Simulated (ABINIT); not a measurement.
KBr:

```
Br K
1.0
     0.00000    3.30000    3.30000
     3.30000    0.00000    3.30000
     3.30000    3.30000    0.00000
Br K
1 1
Cartesian
  3.3000 3.3000 3.3000
  0.0000 0.0000 0.0000
```

Base run:

| Item | Value |
| --- | --- |
| Program | ABINIT 10.8.3 (patched build) |
| Functional | PW91 |
| Potentials or basis | JTH PAW PBE v2.0 |
| Cutoff | 435 eV |
| k mesh | 7 × 7 × 7 |
| Occupations | fermi-dirac, width 0.05 eV |
| Spin | spin-orbit coupling, no magnetisation |

Its results: band gap on the k mesh 4.29 eV, direct; pressure 0.6 GPa.

Q: The run is repeated on the same cell with these changes: functional from PW91 to HCTH407. What comes out?

A: Band gap on the k mesh 4.85 eV, direct; pressure 2.7 GPa.

Caveats: the PAW data sets were made with another functional, which shifts forces and pressure a little.
